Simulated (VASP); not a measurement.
A run of VASP 6.6.1 is set up as follows.

File INCAR:

```
SYSTEM = Mg3GaO4
  PREC = Accurate
  ENCUT = 520
  EDIFF = 1E-7
  ISMEAR = -1
  SIGMA = 0.05
  LREAL = .FALSE.
  LASPH = .TRUE.
  NELM = 100
  ALGO = Normal
  ISIF = 2
  LWAVE = .FALSE.
  LCHARG = .FALSE.
  GGA = PE
  NBANDS = 32
```

Contents of KPOINTS:

```
Automatic mesh
0
G
  6 6 6
  0 0 0
```

File POSCAR:

```
Mg3GaO4
1.0
    4.3634910000      0.0000000000      0.0000000000
    0.0000000000      4.3634910000      0.0000000000
    0.0000000000      0.0000000000      4.3634910000
Ga Mg O
1 3 4
Direct
    0.0000000000      0.0000000000      0.0000000000
    0.5000000000      0.5000000000      0.0000000000
    0.5000000000      0.0000000000      0.5000000000
    0.0000000000      0.5000000000      0.5000000000
    0.0000000000      0.5000000000      0.0000000000
    0.0000000000      0.0000000000      0.5000000000
    0.5000000000      0.5000000000      0.5000000000
    0.5000000000      0.0000000000      0.0000000000
```

Potentials or basis: VASP PAW PBE potentials, release 64 (Ga_d, Mg, O).

Command:

```bash
$ cat potpaw_PBE.64/Ga_d/POTCAR potpaw_PBE.64/Mg/POTCAR potpaw_PBE.64/O/POTCAR > POTCAR
$ mpirun -np 1 vasp_std > vasp.out
```

Predict the pressure.

-0.4 GPa.

What does it give for the band gap on the k mesh?

None (metal or under the smearing width).

Caveat: an odd number of electrons without spin polarisation forces a metal; a magnetic or distorted state may lie lower.
